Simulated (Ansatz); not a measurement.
The system is AlPt.

```xyz
2
Lattice="3.0915 0.0000 0.0000 0.0000 3.0915 0.0000 0.0000 0.0000 3.0915" Properties=species:S:1:pos:R:3 pbc="T T T"
Pt    1.5458    1.5458    1.5458
Al    0.0000    0.0000    0.0000
```

Measurements of this composition are mostly on another form, of space group No. 198.

| Item | Value |
| --- | --- |
| Program | Ansatz 0.2.0 |
| Task | relaxation of cell and atoms |
| Functional | HF |
| Potentials or basis | Ansatz PAW |
| Cutoff | 420 eV (not typed: the program's choice for these potentials) |
| k mesh | 5 × 5 × 5 |
| Occupations | fermi-dirac, width 0.05 eV |
| Spin | no spin polarisation |

At the start: volume 14.77 Å³/atom.

**Question.** Where does the relaxation end?

**Answer.** It ends after 5 steps and the volume is 15.08 Å³/atom (+2.1 %); space group Pm-3m (No. 221, to 0.05 Å).

The path:
```tsv
step	energy change (eV)	largest force (eV/Å)	volume (Å³)
1	0.0000	0.0000	29.55
2	-0.0037	0.0000	30.58
3	-0.0068	0.0000	30.18
4	-0.0069	0.0000	30.16
5	-0.0071	0.0000	30.16
```

Final structure:
```
Pt Al
1.0
     3.11291    0.00000    0.00000
     0.00000    3.11291    0.00000
     0.00000    0.00000    3.11291
Pt Al
1 1
Direct
  0.50000 0.50000 0.50000
  0.00000 0.00000 0.00000
```

Caveat: the k mesh is coarse (spacing up to 0.41 Å⁻¹), so the values aren't converged, least of all with exact exchange; the plane-wave basis is chosen anew once the cell has moved, so the energies of steps on either side of that aren't comparable; the PAW data sets come from PBE, with cores solved anew for the run's functional, which leaves a small shift of forces and pressure.
